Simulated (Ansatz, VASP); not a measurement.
## Ba: VASP beside Ansatz

```
CELL_PARAMETERS angstrom
1.95500 -3.65000 0.00000
1.95500 3.65000 0.00000
0.00000 0.00000 5.70000
ATOMIC_POSITIONS crystal
Ba 0.00000 0.00000 0.00000
```

Alike in both runs: task electric field gradients; functional LDA; k mesh 12 × 12 × 7; occupations fermi-dirac, width 0.08 eV; no spin polarisation.

```csv
,VASP,Ansatz
version,VASP 6.6.1,Ansatz 0.2.0
potentials or method,"VASP PAW LDA potentials, release 64 (Ba_sv)","PAW with Ansatz's default frozen-core files, scalar-relativistic"
plane-wave cutoff (eV),520,420
valence electrons in the cell,10,10
```

```tsv
	VASP	Ansatz	Ansatz less VASP
pressure (GPa)	-0.3	-0.3	-0.02
largest component of the traceless stress (GPa)	1.97	1.93	-0.041
Vzz of the field gradient on the site that differs most (V/Å²)	25.4	19.3	-6.11
```

Ansatz warned: «gradients_without_spin_orbit».

The runs have no spin-orbit coupling, so splittings on Ba are missing.
